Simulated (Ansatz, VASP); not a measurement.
TiH in VASP and in Ansatz

```
Ti H
1.0
     0.00000    2.06145    2.06145
     2.06145    0.00000    2.06145
     2.06145    2.06145    0.00000
Ti H
1 1
Cartesian
  0.0000 0.0000 0.0000
  2.0615 2.0615 2.0615
```

The cell comes from a database or a generator and needn't be the stable form of this composition.

Alike in both runs: task single point; functional r2SCAN; dispersion D3(BJ); k mesh 9 × 9 × 9; no spin polarisation.

```csv
,VASP,Ansatz
version,VASP 6.6.1,Ansatz 0.2.0
potentials or method,"VASP PAW PBE potentials, release 64 (Ti_sv, H)","plane waves, PAW"
plane-wave cutoff (eV),520,544
occupations,"methfessel-paxton of order 1, width 0.05 eV","cold, width 0.05 eV"
valence electrons in the cell,13,13
```

|  | VASP | Ansatz | Ansatz less VASP |
| --- | --- | --- | --- |
| pressure (GPa) | 2.8 | 2.1 | -0.62 |
| dispersion energy (meV/atom) | -188.7 | -188.8 | -0.11 |

Ansatz warned: «dispersion_damping_borrowed».

Caveats: the PAW data sets were made with another functional, which shifts forces and pressure a little (VASP); pairwise dispersion overbinds metals, which lowers pressure and volume.
